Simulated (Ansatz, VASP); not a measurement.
## Mg2O: VASP beside Ansatz

Contents of INCAR:

```
  PREC = Accurate
  ENCUT = 520
  EDIFF = 1E-6
  ISMEAR = 0
  SIGMA = 0.1
  LREAL = F
  LASPH = T
  NELM = 150
  ALGO = Normal
  ISIF = 2
  LWAVE = F
  LCHARG = F
  ISPIN = 2
  MAGMOM = 0 0 1
  LORBIT = 11
  GGA = PE
  NBANDS = 16
```

Contents of KPOINTS:

```
Automatic mesh
0
Gamma
  6 6 4
```

POSCAR

```
Mg2O
1.0
    3.2358482112      0.0000000000      0.0000000000
    0.0000000000      3.5426835265      0.0000000000
    0.0000000000      0.0000000000      5.5444013055
Mg O
2 1
Direct
    0.0000000000      0.0000000000      0.3783501982
    0.5000000000      0.0000000000      0.9013761743
    0.0000000000      0.0000000000      0.7202736276
```

Input for Ansatz:

```yaml
crystal:
  lattice:
    - [3.2358482112, 0.0, 0.0]
    - [0.0, 3.5426835265, 0.0]
    - [0.0, 0.0, 5.5444013055]
  atoms:
    - { symbol: Mg, position: [0.0, 0.0, 0.3783501982] }
    - { symbol: Mg, position: [0.5, 0.0, 0.9013761743] }
    - { symbol: O, position: [0.0, 0.0, 0.7202736276], spin: 1.0 }
basis:
  ecutwfc: 420
kpoints:
  mp_grid: { grid: [6, 6, 4] }
hamiltonian:
  xc: pbe
scf:
  occupations: { method: gaussian, width: 0.1 }
  lower_state_search: "off"
output:
  forces: true
  stress: true
  eigenvalues: true
  populations: true
magnetization:
  spin_polarized: true
```

Alike in both runs: task single point; functional PBE; k mesh 6 × 6 × 4; occupations gaussian, width 0.1 eV; collinear spin.

```csv
,VASP,Ansatz
version,VASP 6.6.1,Ansatz 0.2.0
potentials or method,"VASP PAW PBE potentials, release 64 (Mg, O)","scalar-relativistic, plane waves, PAW"
plane-wave cutoff (eV),520,420
valence electrons in the cell,10,26
```

Ansatz gave:

- gap on the k mesh at the Fermi level (eV): none
- pressure (GPa): 0.0
- largest component of the traceless stress (GPa): 0.28
- rms of the force components (eV/Å): 0.022
- net moment per atom (μB): 0.00

Which values does VASP return?

gap on the k mesh at the Fermi level (eV): none; pressure (GPa): -0.1; largest component of the traceless stress (GPa): 0.32; rms of the force components (eV/Å): 0.021; net moment per atom (μB): 0.00.

Atom by atom the forces differ by 0.003 eV/Å (rms over components). A gap of «none» marks a metal or a gap that the smearing closes. The two sets of potentials don't hold the same shells in valence. Ansatz warned: «seeded_moment_not_kept».
